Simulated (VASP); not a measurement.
A run of VASP 6.6.1:

INCAR

```
SYSTEM = Se
PREC     = Accurate       ! precision mode
ENCUT    = 520            ! plane-wave cutoff, eV
EDIFF    = 1E-6           ! SCF threshold, eV
ISMEAR   = 0              ! smearing method
SIGMA    = 0.15           ! smearing width, eV
LREAL    = .FALSE.        ! projectors in reciprocal space
LASPH    = .TRUE.         ! aspherical terms in the spheres
NELM     = 100            ! most SCF steps
ALGO     = Normal         ! electronic algorithm
ISIF     = 2              ! what is computed and relaxed
LWAVE    = .FALSE.        ! write WAVECAR
LCHARG   = .TRUE.         ! write CHGCAR
GGA      = PE             ! functional
IVDW     = 12             ! dispersion correction
LELF     = .TRUE.         ! ELF
LVHAR    = .TRUE.       
NBANDS   = 9              ! bands
```

KPOINTS

```
regular mesh
0
G
  18 18 18
  0 0 0
```

The input POSCAR:

```
Se
1.0
    2.5040530450      0.0000000000      0.0000000000
    0.0000000000      2.5040530450      0.0000000000
    0.0000000000      0.0000000000      3.5407310056
Se
1
Direct
    0.0000000000      0.0000000000      0.0000000000
```

Potentials or basis: VASP PAW PBE potentials, release 64 (Se).

Launch:

```sh
$ cat potpaw_PBE.64/Se/POTCAR > POTCAR
$ mpirun -np 1 vasp_std > vasp.out
```

Hardware: 1 thread of AMD EPYC 9R45 (Zen 5), on a shared host.

Q: Estimate the wall time of this run.

A: Wall time 38 s on 1 thread of AMD EPYC 9R45 (Zen 5), with other jobs on the host, peak memory 0.19 GiB. Counts: scf iterations 11, k points 550.
